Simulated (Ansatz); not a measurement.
# MnSb: a single-point run

Wanted: a converged single-point run for MnSb, and a check of what comes out. The structure is shown as the input types it.

Program: Ansatz 0.2.0. Level of theory: DFT, PBE, PAW with Ansatz's default frozen-core files, scalar-relativistic. These are calculated values, not measurements.

## (1) The starting structure

It takes space group Fm-3m (No. 225, cubic). Conventional cell: a = 5.590 Å, b = 5.590 Å, c = 5.590 Å, α = 90.00°, β = 90.00°, γ = 90.00°. Mn (site symmetry m-3m) has 6 Sb at 2.80 Å as nearest neighbours. Sb (site symmetry m-3m) is surrounded by 6 Mn at 2.80 Å.

Coordinates:

```
Mn Sb
1.0
     0.00000    2.79502    2.79502
     2.79502    0.00000    2.79502
     2.79502    2.79502    0.00000
Mn Sb
1 1
Direct
  0.00000 0.00000 0.00000
  0.50000 0.50000 0.50000
```

## (2) Input and run

File input.yaml:

```yaml
crystal:
  lattice:
    - [0.0, 2.795016, 2.795016]
    - [2.795016, 0.0, 2.795016]
    - [2.795016, 2.795016, 0.0]
  atoms:
    - { symbol: Mn, position: [0.0, 0.0, 0.0], spin: 4.0 }
    - { symbol: Sb, position: [0.5, 0.5, 0.5] }
magnetization:
  spin_polarized: true
kpoints:
  mp_grid: { grid: [12, 11, 13] }
scf:
  occupations: { method: fermi_dirac, width: 0.08 }
  lower_state_search: "off"
  max_iter: 75
hamiltonian:
  xc: pbe
  pseudopotentials: { kind: paw }
output:
  forces: true
  stress: true
  eigenvalues: true
  populations: true
```

The run is started by

```console
ansatz run input.yaml --threads 1 --pin off --max-ram 3072MiB --backend cpu --events-out ev --progress --plain --runs-dir out
```

Q: Will this input give a usable result? If not, why, and what should change?

The run converged and reported no error, with warnings (symmetry narrowed by mesh). Its log warns: «crystal.symmetry: narrowed to the stabiliser of the k-point mesh — unitary ops 48 → 2; excluded 46 operations that carry a point of the 12×11×13 mesh (shift [0, 0 ...»

The suspect setting: kpoints.mp_grid.grid is [12, 11, 13]. The mesh has lower symmetry than the crystal, so equivalent directions are sampled differently.

To check: set kpoints.mp_grid.grid to [12, 12, 12].
